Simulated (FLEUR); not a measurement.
Input of a FLEUR MaX-R8.1 (later development tree) run:

The input inp.xml:

```xml
<?xml version="1.0" encoding="UTF-8" standalone="no"?>
<fleurInput fleurInputVersion="0.39">
   <comment>
      Si                                                                                                  
   </comment>
   <calculationSetup>
      <cutoffs Kmax="4.54" Gmax="14.1" GmaxXC="14.1" numbands="0"/>
      <scfLoop itmax="60" minDistance="0.00001" maxIterBroyd="15" imix="Anderson" alpha="0.05" precondParam="0.0" spinf="2.0" sdNocoIR="T"/>
      <coreElectrons ctail="T" frcor="F" kcrel="0" coretail_lmax="0"/>
      <xcFunctional name="vwn" relativisticCorrections="F"/>
      <magnetism jspins="1"/>
      <soc l_soc="F" theta="0.0" phi="0.0" spav="F"/>
      <expertModes spex="0" secvar="F"/>
      <geometryOptimization l_f="F" forcealpha="1.0" forcemix="BFGS" epsdisp="0.00001" epsforce="0.00001"/>
      <ldaU l_linMix="F" mixParam="0.05" spinf="1.0"/>
   </calculationSetup>
   <cell>
      <bzIntegration valenceElectrons="12.0" mode="hist" fermiSmearingEnergy="0.00183747">
         <kPointListSelection listName="default-1"/>
         <!-- k-points included here -->
         <xi:include xmlns:xi="http://www.w3.org/2001/XInclude" href="kpts.xml"> </xi:include>
      </bzIntegration>
      <!-- symmetry operations included here -->
      <xi:include xmlns:xi="http://www.w3.org/2001/XInclude" href="sym.xml"> </xi:include>
      <bulkLattice scale="1.0">
         <bravaisMatrix>
            <row-1>    4.9521082179493519     0.0000000000000000     0.0000000000000000</row-1>
            <row-2>   -2.4760541090691621     4.2886515190183623     0.0000000000000000</row-2>
            <row-3>    0.0000000000000000     0.0000000000000000     4.6607343233048963</row-3>
         </bravaisMatrix>
      </bulkLattice>
   </cell>
   <atomSpecies>
      <species name="Silicon (Si)" element="Si" atomicNumber="14">
         <mtSphere radius="2.16" gridPoints="715" logIncrement="0.016"/>
         <atomicCutoffs lmax="9" lnonsphr="9"/>
         <electronConfig flipSpins="F">
            <coreConfig>(1s1/2)</coreConfig>
            <valenceConfig>(2s1/2) (2p1/2) (2p3/2) (3s1/2) (3p1/2) (3p3/2)</valenceConfig>
            <stateOccupation state="(3p1/2)" spinUp="0.333333" spinDown="0.333333"/>
            <stateOccupation state="(3p3/2)" spinUp="0.666667" spinDown="0.666667"/>
         </electronConfig>
         <energyParameters s="3" p="3" d="3" f="4"/>
         <lo type="SCLO" l="0" n="2" eDeriv="0"/>
         <lo type="SCLO" l="1" n="2" eDeriv="0"/>
         <lo type="SCLO" l="2" n="3" eDeriv="2"/>
         <lo type="SCLO" l="3" n="4" eDeriv="2"/>
      </species>
   </atomSpecies>
   <atomGroups>
      <atomGroup species="Silicon (Si)">
         <relPos label="                   1">.0000000000 .0000000000 .0000000000</relPos>
         <force calculate="T" relaxXYZ="TTT"/>
      </atomGroup>
   </atomGroups>
   <output dos="F" band="F" slice="F">
      <checks vchk="F" cdinf="F"/>
      <bandDOS minEnergy="-.5*Htr" maxEnergy="0.5*Htr" sigma="0.015" storeEVData="T"/>
      <vacuumDOS vacdos="F" integ="F" star="F" nstars="0" locx1="0.0" locy1="0.0" locx2="0.0" locy2="0.0" nstm="0" tworkf="0.0"/>
      <unfoldingBand unfoldBand="F" supercellX="1" supercellY="1" supercellZ="1"/>
      <plotting iplot="0" polar="F">
         <plot TwoD="T" vec1="  1.0  0.0  0.0" vec2="  0.0  1.0  0.0" vec3="  0.0  0.0  1.0" zero="  0.0  0.0  0.0" file="plot"/>
      </plotting>
      <chargeDensitySlicing numkpt="0" minEigenval="0.0" maxEigenval="0.0" nnne="0" pallst="F"/>
      <specialOutput eonly="F"/>
      <moessbauerParams electricFieldGradient="T" isomerShift="T" coreHyperfine="T" valenceHyperfine="T"/>
      <magneticCircularDichroism mcd="F" energyLo="-10.0" energyUp="0.0"/>
   </output>
  <!-- We include the file relax.xml here to enable relaxations (see documentation) -->
  <xi:include xmlns:xi="http://www.w3.org/2001/XInclude" href="relax.xml"> <xi:fallback/> </xi:include>
</fleurInput>
```

crystal.txt

```
Si
&input cartesian=F /
2.6205428149  0.0000000000  0.0000000000
-1.3102714075  2.2694566494  0.0000000000
0.0000000000  0.0000000000  2.4663543900
1.8897261246
1.0 1.0 1.0

1
14 0.0000000000  0.0000000000  0.0000000000

&kpt div1=12 div2=12 div3=11 gamma=T /
```

The input inp.xml (bands):

```
<?xml version="1.0" encoding="UTF-8" standalone="no"?>
<fleurInput fleurInputVersion="0.39">
   <comment>
      Si                                                                                                  
   </comment>
   <calculationSetup>
      <cutoffs Kmax="4.54" Gmax="14.1" GmaxXC="14.1" numbands="0"/>
      <scfLoop itmax="60" minDistance="0.00001" maxIterBroyd="15" imix="Anderson" alpha="0.05" precondParam="0.0" spinf="2.0" sdNocoIR="T"/>
      <coreElectrons ctail="T" frcor="F" kcrel="0" coretail_lmax="0"/>
      <xcFunctional name="vwn" relativisticCorrections="F"/>
      <magnetism jspins="1"/>
      <soc l_soc="F" theta="0.0" phi="0.0" spav="F"/>
      <expertModes spex="0" secvar="F"/>
      <geometryOptimization l_f="F" forcealpha="1.0" forcemix="BFGS" epsdisp="0.00001" epsforce="0.00001"/>
      <ldaU l_linMix="F" mixParam="0.05" spinf="1.0"/>
   </calculationSetup>
   <cell>
      <bzIntegration valenceElectrons="12.0" mode="hist" fermiSmearingEnergy="0.00183747">
         <kPointListSelection listName="path-1"/>
         <!-- k-points included here -->
         <xi:include xmlns:xi="http://www.w3.org/2001/XInclude" href="kpts.xml"> </xi:include>
      </bzIntegration>
      <!-- symmetry operations included here -->
      <xi:include xmlns:xi="http://www.w3.org/2001/XInclude" href="sym.xml"> </xi:include>
      <bulkLattice scale="1.0">
         <bravaisMatrix>
            <row-1>    4.9521082179493519     0.0000000000000000     0.0000000000000000</row-1>
            <row-2>   -2.4760541090691621     4.2886515190183623     0.0000000000000000</row-2>
            <row-3>    0.0000000000000000     0.0000000000000000     4.6607343233048963</row-3>
         </bravaisMatrix>
      </bulkLattice>
   </cell>
   <atomSpecies>
      <species name="Silicon (Si)" element="Si" atomicNumber="14">
         <mtSphere radius="2.16" gridPoints="715" logIncrement="0.016"/>
         <atomicCutoffs lmax="9" lnonsphr="9"/>
         <electronConfig flipSpins="F">
            <coreConfig>(1s1/2)</coreConfig>
            <valenceConfig>(2s1/2) (2p1/2) (2p3/2) (3s1/2) (3p1/2) (3p3/2)</valenceConfig>
            <stateOccupation state="(3p1/2)" spinUp="0.333333" spinDown="0.333333"/>
            <stateOccupation state="(3p3/2)" spinUp="0.666667" spinDown="0.666667"/>
         </electronConfig>
         <energyParameters s="3" p="3" d="3" f="4"/>
         <lo type="SCLO" l="0" n="2" eDeriv="0"/>
         <lo type="SCLO" l="1" n="2" eDeriv="0"/>
         <lo type="SCLO" l="2" n="3" eDeriv="2"/>
         <lo type="SCLO" l="3" n="4" eDeriv="2"/>
      </species>
   </atomSpecies>
   <atomGroups>
      <atomGroup species="Silicon (Si)">
         <relPos label="                   1">.0000000000 .0000000000 .0000000000</relPos>
         <force calculate="T" relaxXYZ="TTT"/>
      </atomGroup>
   </atomGroups>
   <output dos="F" band="T" slice="F">
      <checks vchk="F" cdinf="F"/>
      <bandDOS minEnergy="-.5*Htr" maxEnergy="0.5*Htr" sigma="0.015" storeEVData="T"/>
      <vacuumDOS vacdos="F" integ="F" star="F" nstars="0" locx1="0.0" locy1="0.0" locx2="0.0" locy2="0.0" nstm="0" tworkf="0.0"/>
      <unfoldingBand unfoldBand="F" supercellX="1" supercellY="1" supercellZ="1"/>
      <plotting iplot="0" polar="F">
         <plot TwoD="T" vec1="  1.0  0.0  0.0" vec2="  0.0  1.0  0.0" vec3="  0.0  0.0  1.0" zero="  0.0  0.0  0.0" file="plot"/>
      </plotting>
      <chargeDensitySlicing numkpt="0" minEigenval="0.0" maxEigenval="0.0" nnne="0" pallst="F"/>
      <specialOutput eonly="F"/>
      <moessbauerParams electricFieldGradient="T" isomerShift="T" coreHyperfine="T" valenceHyperfine="T"/>
      <magneticCircularDichroism mcd="F" energyLo="-10.0" energyUp="0.0"/>
   </output>
  <!-- We include the file relax.xml here to enable relaxations (see documentation) -->
  <xi:include xmlns:xi="http://www.w3.org/2001/XInclude" href="relax.xml"> <xi:fallback/> </xi:include>
</fleurInput>
```

Potentials or basis: all-electron, FLAPW.

The run is started by

```sh
$ inpgen -f crystal.txt -profile fastHighL
$ # inp.xml edited to the form shown
$ fleur_MPI
$ fleur_MPI   # second run, on inp.xml (bands)
```

**Question.** Predict the band gap along the path.

**Answer.** None (metal or under the smearing width).

Levels at the corners of the path, in eV from the Fermi level:
| point | band 5 | band 6 | band 7 | band 8 | band 9 | band 10 |
| --- | --- | --- | --- | --- | --- | --- |
| Γ | -14.06 | 7.58 | 7.97 | 10.27 | 10.27 | 12.28 |
| M | -7.59 | -6.74 | 5.13 | 6.58 | 12.79 | 15.13 |
| K | -5.70 | -4.52 | -4.52 | 13.78 | 15.44 | 17.25 |
| Γ | -14.06 | 7.58 | 7.97 | 10.27 | 10.27 | 12.28 |
| A | -9.19 | -7.14 | 13.83 | 13.83 | 14.97 | 14.97 |
| L | -2.89 | -2.06 | -1.91 | 1.55 | 8.75 | 12.41 |
| H | -0.99 | -0.74 | -0.74 | 0.96 | 3.88 | 3.88 |
| A | -9.19 | -7.14 | 13.83 | 13.83 | 14.97 | 14.97 |
| L | -2.89 | -2.06 | -1.91 | 1.55 | 8.75 | 12.41 |
| M | -7.59 | -6.74 | 5.13 | 6.58 | 12.79 | 15.13 |
| K | -5.70 | -4.52 | -4.52 | 13.78 | 15.44 | 17.25 |
| H | -0.99 | -0.74 | -0.74 | 0.96 | 3.88 | 3.88 |
